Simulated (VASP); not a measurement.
P: single point with PBE

The system is P, a sheet with vacuum.

```
CELL_PARAMETERS angstrom
-3.31640 0.00000 0.00000
0.00000 0.00000 -4.37930
0.00000 -23.37280 0.00000
ATOMIC_POSITIONS crystal
P 0.00000 0.41932 0.65772
P 0.50000 0.08068 0.65772
P 0.00000 0.58068 0.56656
P 0.50000 0.91932 0.56656
P 0.50000 0.41932 0.43344
P 0.00000 0.08068 0.43344
P 0.00000 0.91932 0.34228
P 0.50000 0.58068 0.34228
```

* Program: VASP 6.6.1
* Task: single point
* Functional: PBE
* Potentials or basis: VASP PAW PBE potentials, release 64 (P)
* Cutoff: 520 eV
* k mesh: 10 × 8 × 1
* Occupations: gaussian, width 0.03 eV
* Spin: no spin polarisation

```
Largest force          : 0.089 eV/Å
Band gap on the k mesh : 0.28 eV, direct
```

Forces on the atoms (eV/Å):
```
P    0.000 -0.078  0.044
P    0.000 -0.078 -0.044
P    0.000  0.003  0.014
P    0.000  0.003 -0.014
P    0.000 -0.003 -0.014
P    0.000 -0.003  0.014
P    0.000  0.078  0.044
P    0.000  0.078 -0.044
```

Levels at points of the mesh, in eV from the valence-band top:
```
           k point  band 16  band 17  band 18  band 19  band 20  band 21  band 22  band 23  band 24  band 25
(0.00, 0.00, 0.00)    -2.33    -2.18    -2.06    -0.81     0.00     0.28     0.86     0.94     1.16     2.17
(0.50, 0.00, 0.00)    -3.16    -2.66    -2.66    -2.31    -2.31     0.91     0.91     0.92     0.92     1.41
(0.00, 0.50, 0.00)    -3.02    -1.44    -1.44    -1.23    -1.23     1.59     1.59     1.63     1.63     2.82
(0.50, 0.50, 0.00)    -5.22    -1.86    -1.86    -1.86    -1.86     2.05     2.05     2.05     2.05     4.05
```

Run time: 8.6 min on 1 thread of Intel(R) Xeon(R) Platinum 8259CL CPU @ 2.50GHz (Skylake/Cascade Lake), on a shared host, peak memory 0.54 GiB.
